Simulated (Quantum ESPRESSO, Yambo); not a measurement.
# BN (Qingsongite): G0W0 with Yambo, start to end, part 2 of 3

How does a plane-wave GW calculation on BN (Qingsongite) run from the first input to the gap?

Quantum ESPRESSO 7.5 and Yambo 5.3.0; PBE and many-body steps on it, plane waves. Known limits of the many-body steps: not at the basis limit.

So far. Step 2 (Ground state): The gap is indirect, with the least direct gap 4.34 eV higher. Step 3 (Bands along the symmetry lines): The gap is 4.535 eV, as in the run before at this level.

**4. Empty states on the mesh, 8×8×8 mesh, 30 bands**

Level of this step: DFT, PBE, plane waves, norm-conserving pseudopotentials (Quantum ESPRESSO).

The sums over transitions need many empty states on a uniform mesh; this step solves for them.

Contents of pw.in:

```
&control
  calculation = 'nscf'
  prefix = 'x'
  outdir = 'o'
  pseudo_dir = 'pseudo'
/
&system
  ibrav = 0
  nat = 2
  ntyp = 2
  ecutwfc = 72.0
  nbnd = 30
  force_symmorphic = .true.
/
&electrons
  conv_thr = 1e-9
  electron_maxstep = 80
  diago_full_acc = .true.
  diago_thr_init = 5e-6
/
ATOMIC_SPECIES
  B 10.81 B.upf
  N 14.007 N.upf
CELL_PARAMETERS angstrom
  -0.0000000000 1.8075000000 1.8075000000
  1.8075000000 0.0000000000 1.8075000000
  1.8075000000 1.8075000000 -0.0000000000
ATOMIC_POSITIONS crystal
  B 0.0000000000 0.0000000000 0.0000000000
  N 0.2500000000 0.2500000000 0.2500000000
K_POINTS automatic
  8 8 8 0 0 0
```

On the command line:

```bash
> OMP_NUM_THREADS=1 mpirun -n 4 pw.x -nk 4 -in pw.in > pw.out
```

What it wrote:

```text
[banner, memory and clock lines left out]
Program PWSCF v.7.5 starts

     Atomic positions and unit cell read from directory:
     o/x.save/

     Message from routine setup:
     using ibrav=0 with symmetry is DISCOURAGED, use correct ibrav instead

     G-vector sticks info

     bravais-lattice index     =            0
     lattice parameter (alat)  =       4.8305  a.u.
     unit-cell volume          =      79.7006 (a.u.)^3
     number of atoms/cell      =            2
     number of atomic types    =            2
     number of electrons       =         8.00
     number of Kohn-Sham states=           30
     kinetic-energy cutoff     =      72.0000  Ry
     charge density cutoff     =     288.0000  Ry
     Exchange-correlation= PBE
                           (   1   4   3   4   0   0   0)

     celldm(1)=   4.830501  celldm(2)=   0.000000  celldm(3)=   0.000000
     celldm(4)=   0.000000  celldm(5)=   0.000000  celldm(6)=   0.000000

     crystal axes: (cart. coord. in units of alat)
               a(1) = (  -0.000000   0.707107   0.707107 )
               a(2) = (   0.707107   0.000000   0.707107 )
               a(3) = (   0.707107   0.707107  -0.000000 )

     reciprocal axes: (cart. coord. in units 2 pi/alat)
               b(1) = ( -0.707107  0.707107  0.707107 )
               b(2) = (  0.707107 -0.707107  0.707107 )
               b(3) = (  0.707107  0.707107 -0.707107 )
     Pseudo is Norm-conserving + core correction, Zval =  3.0
     Generated using ONCVPSP code by D. R. Hamann
     Using radial grid of 1534 points,  4 beta functions with:
     Pseudo is Norm-conserving + core correction, Zval =  5.0
     Generated using ONCVPSP code by D. R. Hamann
     Using radial grid of 1058 points,  4 beta functions with:
     B                 3.00    10.81000     B ( 1.00)
     N                 5.00    14.00700     N ( 1.00)

     24 Sym. Ops. (no inversion) found

   Cartesian axes

     site n.     atom                  positions (alat units)
         1        B      tau(   1) = (   0.0000000   0.0000000   0.0000000  )
         2        N      tau(   2) = (   0.3535534   0.3535534   0.3535534  )

     number of k points=    29
                       cart. coord. in units 2pi/alat
        k(    1) = (   0.0000000   0.0000000   0.0000000), wk =   0.0039062
        k(    2) = (   0.0883883   0.0883883  -0.0883883), wk =   0.0312500
        k(    3) = (   0.1767767   0.1767767  -0.1767767), wk =   0.0312500
[...]
[... 17 further rows ...]
        k(   28) = (  -0.7071068   0.1767767   0.0000000), wk =   0.0468750
        k(   29) = (  -0.7071068   0.3535534   0.0000000), wk =   0.0234375

     Dense  grid:     6615 G-vectors     FFT dimensions: (  27,  27,  27)

     The potential is recalculated from file :
     o/x.save/charge-density

     Starting wfcs are    8 randomized atomic wfcs +   22 random wfcs

     Band Structure Calculation

     End of band structure calculation

          k = 0.0000 0.0000 0.0000 (   869 PWs)   bands (ev):

    -9.0548  11.1555  11.1555  11.1555  20.0337  20.0337  20.0337  21.5215
    35.9011  39.2725  39.2725  39.6374  39.6374  39.6374  46.8155  58.1892
    58.1892  58.1892  79.7920  79.7920  79.7920  83.7138  83.7138  85.6955
    85.6955  85.6955  90.1039  90.1039  90.1039  96.8109

          k = 0.0884 0.0884-0.0884 (   833 PWs)   bands (ev):

[...]
88.2171  88.4355  88.4355  95.0292  95.1683  95.1683

          k = 0.1768 0.1768-0.1768 (   821 PWs)   bands (ev):

[...]
34.6430  34.9724  34.9724  39.0200  50.5373  50.5373  54.8481  54.8481
    54.9883  56.4994  70.3441  70.3441  79.9592  82.0462  82.0462  86.4825
    86.4825  87.6302  88.6554  92.7388  94.0164  94.0164

          k = 0.2652 0.2652-0.2652 (   820 PWs)   bands (ev):

     [... further k-points ...]

     highest occupied, lowest unoccupied level (ev):    11.1555   15.6904

     XML data file, pseudopotentials, collected wavefunctions
```

Run time: 2 s. Hardware: 4 MPI ranks of Arm Neoverse V1, shared host; peak memory 0.05 GiB.

Numbers from this step:

| Item | Value |
| --- | --- |
| gap | 4.535 eV |
| k of the valence top | 0, 0, 0 |
| k of the conduction bottom | 0, -0.5, -0.5 |
| least direct gap | 8.878 eV |
| k points computed | 29 |
| lowest point of the top converged band, above the valence top | 80.8824 eV |

On this mesh the gap is 4.535 eV.

**5. Conversion and set-up**

This step: Yambo 5.3.0; conversion and set-up on PBE, plane waves, norm-conserving pseudopotentials.

The states are converted to the many-body program's format and the q mesh is built.

On the command line:

```bash
> (cd o/x.save; p2y > p2y.log; mv SAVE ../..); yambo > setup.log
```

What it wrote:

```text
 Yambo, version 5.3.0

 [02] CORE Variables Setup
 =========================

  [02.01] Unit cells
  ==================

  Cell kind             :  FCC
  Atoms in the cell     :  B  N
  number of B  atoms    :  1
  number of N  atoms    :  1

  List of atomic masses
  Mass of B     :  10.81000
  Mass of N     :  14.00700

  List of atomic coordinates    : [cc]
  B1       :  0.000000  0.000000  0.000000  order 1
  N1       :  1.707840  1.707840  1.707840  order 2

  Alat factors          :  3.415680  3.415680  3.415680 [a.u.]
  Direct lattice volume :  79.70059 [a.u.]
  Direct lattice vectors:  A[ 1 ]  A[ 2 ]  A[ 3 ]
   A[ 1 ]: -0.000000  1.000000  1.000000  [iru]
  -0.000000  3.415680  3.415680  [cc]
   A[ 2 ]:  1.000000  0.000000  1.000000  [iru]
   3.415680  0.000000  3.415680  [cc]
   A[ 3 ]:  1.000000  1.000000 -0.000000  [iru]
   3.415680  3.415680 -0.000000  [cc]

  Recip. lattice volume :  3.112276 [a.u.]
  Recip. lattice vectors:  B[ 1 ]  B[ 2 ]  B[ 3 ]
   B[ 1 ]: -0.500000  0.500000  0.500000  [iku]
  -0.919756  0.919756  0.919756  [cc]
   B[ 2 ]:  0.500000 -0.500000  0.500000  [iku]
   0.919756 -0.919756  0.919756  [cc]
   B[ 3 ]:  0.500000  0.500000 -0.500000  [iku]
   0.919756  0.919756 -0.919756  [cc]

  [02.02] Symmetries
  ==================

  Inversion symmetry    : yes
  Spatial inversion     : no
  Inversion index       :  25
  K-space Time-reversal : yes
  Magnetic symmetries   : no
  Time-reversal derived K-space symmetries:   25   48
  Group table correct   : yes
  Symmetries units      :  [cc]

   [S  1]:   1.0000     -0.11681E-16 -0.11681E-16 -0.11681E-16   1.0000      0.11681E-16  0.11681E-16  0.11681E-16   1.0000
   [S  2]:  -1.0000      0.11681E-16 -0.11681E-16  0.11681E-16  -1.0000      0.11681E-16 -0.11681E-16 -0.11681E-16   1.0000
   [S  3]:  -1.0000     -0.11681E-16  0.11681E-16  0.11681E-16   1.0000     -0.11681E-16 -0.11681E-16  0.11681E-16  -1.0000
[...]
[S  9]: -0.11681E-16   1.0000     -0.11681E-16  0.11681E-16 -0.11681E-16   1.0000       1.0000      0.11681E-16  0.11681E-16
   [S 10]: -0.11681E-16  -1.0000      0.11681E-16  0.11681E-16  0.11681E-16  -1.0000       1.0000     -0.11681E-16 -0.11681E-16
     [... 36 further rows ...]
   [S*47]:   1.0000     -0.11681E-16  0.11681E-16 -0.11681E-16  0.11681E-16  -1.0000      0.11681E-16   1.0000     -0.11681E-16
   [S*48]:   1.0000      0.11681E-16 -0.11681E-16 -0.11681E-16 -0.11681E-16   1.0000      0.11681E-16  -1.0000      0.11681E-16

  [02.03] Reciprocal space
  ========================

  nG shells         :  117
  nG charge         :   6615
  nG WFs            :  1182
  nC WFs            :   869
  G-vecs. in first 11 shells:  [ Number ]
     1    9   15   27   51   59   65   89  113
   137  169
  ...
  Shell energy in first 11 shells:  [ mHa ]
    0.00000      1268.93      1691.90      3383.81      4652.73      5075.71      6767.61      8036.54      8459.51
[...]
WF components:   825
  [... 14 further k-points ...]
  K [29]         [rlu]:  0.250000 -0.500000 -0.250000
         WF components:   792

  [02.05] Energies & Occupations
  ==============================

  [X] === General ===
  [X] Electronic Temperature                        :  0.000000  0.000000 [eV K]
  [X] Bosonic    Temperature                        :  0.000000  0.000000 [eV K]
  [X] Finite Temperature mode                       : no
  [X] El. density                                   :  0.67737E+24 [cm-3]
  [X] Fermi Level                                   :  11.15554 [eV]

  [X] === Gaps and Widths ===
  [X] Conduction Band Min                           :  4.534823 [eV]
  [X] Valence Band Max                              :  0.000000 [eV]
  [X] Filled Bands                                  :   4
  [X] Empty Bands                                   :   5  30
  [X] Direct Gap                                    :  8.878135 [eV]
  [X] Direct Gap localized at k                     :  1
  [X] Indirect Gap                                  :  4.534823 [eV]
  [X] Indirect Gap between kpts                     :   1  21
  [X] Last valence band width                       :  6.499738 [eV]
  [X] 1st conduction band width                     :  6.083197 [eV]

  E @ K [ 1]:  [eV]
   -20.2103    -0.378404E-8 -0.295755E-8   0.00000      8.87814      8.87814      8.87814      10.3660
  occ @ K [ 1]
   2.000000  2.000000  2.000000  2.000000  0.000000  0.000000  0.000000  0.000000
  E @ K [ 2]:  [eV]
  -19.83136  -1.86849  -0.37960  -0.37960   9.24125   9.44681   9.44681  11.54554
  occ @ K [ 2]
[...]
E @ K [ 3]:  [eV]
[...]
occ @ K [ 3]
[...]
E @ K [ 8]:  [eV]
[...]
occ @ K [ 8]
[...]
E @ K [ 9]:  [eV]
[...]
occ @ K [ 9]
[...]
E @ K [10]:  [eV]
[...]
occ @ K [10]
[...]
E @ K [11]:  [eV]
[...]
occ @ K [11]
[...]
E @ K [12]:  [eV]
[...]
occ @ K [12]
[...]
E @ K [13]:  [eV]
[...]
occ @ K [13]
[...]
E @ K [14]:  [eV]
[...]
occ @ K [14]
[...]
[... 14 further k-points ...]
  E @ K [29]:  [eV]
  -14.30918  -7.57786  -6.95836  -6.49974   9.64791  13.34739  14.60923  14.69132
  occ @ K [29]
   2.000000  2.000000  2.000000  2.000000  0.000000  0.000000  0.000000  0.000000

 [03] Transferred momenta grid and indexing
 ==========================================

 IBZ Q-points                                      :  29
 BZ  Q-points                                      :   512

 K/Q-points units:
 rlu = crystal or reduced units; cc = cartesian coordinates; iku = interal k-units

 Q [ 1]         [rlu]:  0.000000  0.000000  0.000000
 Q [ 2]         [rlu]: -0.19961E-16 -0.19961E-16  0.12500
 Q [ 3]         [rlu]:  0.53430E-17  0.53430E-17  0.25000
[...]
Q [ 8]         [rlu]: -0.22413E-16  0.12500      0.37500
 Q [ 9]         [rlu]: -0.67428E-16  0.12500      0.50000
 Q [10]         [rlu]:  0.44825E-16  0.12500     -0.37500
     [... 17 further rows ...]
 Q [28]         [rlu]:  0.125000 -0.500000 -0.375000
 Q [29]         [rlu]:  0.250000 -0.500000 -0.250000

  [03.01] X indexes
  =================

   [03.01.01] Sigma indexes
   ========================

 [06] Game Over & Game summary
```

The job ended after 2 s (1 MPI rank; peak memory 0.23 GiB).

[end of part 2 of 3]

[Paths, hosts, dates, memory and timing lines, banners, echoed tables and standing remarks are left out of the program output.]

[Logs are printed without paths, hosts, clocks, repeated set-up lines and the standing remarks that a program may print on its own settings, such as how far it seeks lower states.]

[Runs of the session that timed out or met a known fault of the program may be left out.]

[Hosts, paths, dates, database ids (printed as entryN), source tags and the programs' standing remarks are cut or masked in the printed files.]
